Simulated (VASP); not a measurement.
MnS:

```
Mn S
1.0
     0.00000    2.47346    2.47346
     2.47346    0.00000    2.47346
     2.47346    2.47346    0.00000
Mn S
1 1
Direct
  0.00000 0.00000 0.00000
  0.75000 0.75000 0.75000
```

The cell is a database's computed one.

Program: VASP 6.6.1. Alike in all runs: cell as given; k mesh 9 × 9 × 9.

Order these runs on this cell by their pressure, lowest first.
A. level r2SCAN+D3(BJ)+U; potentials or basis VASP PAW PBE potentials, release 64 (Mn_pv, S_h); spin collinear, zero start; U Mn d U = 4 eV; cutoff (eV) 900; smearing tetrahedron
B. level PBEsol; potentials or basis VASP PAW PBE potentials, release 64 (Mn_pv, S); spin collinear, ferromagnetic start; cutoff (eV) 520; smearing fermi-dirac 0.05 eV; ladder free
C. level PBE; potentials or basis VASP PAW PBE potentials, release 64 (Mn_pv, S); spin collinear, ferromagnetic start; cutoff (eV) 520; smearing fermi-dirac 0.05 eV

B (-2.8 GPa), C (3.0 GPa), A (11.3 GPa).

Caveats: the PAW data sets were made with another functional, which shifts forces and pressure a little (some runs); the moment fell far below its start of 5.5 μB, so a state of higher moment may lie lower in energy (some runs); the moment fell far below its start of 4 μB, so a state of higher moment may lie lower in energy (some runs); pairwise dispersion overbinds metals, which lowers pressure and volume (some runs); tetrahedron occupations give inexact forces and stress in metals (some runs).
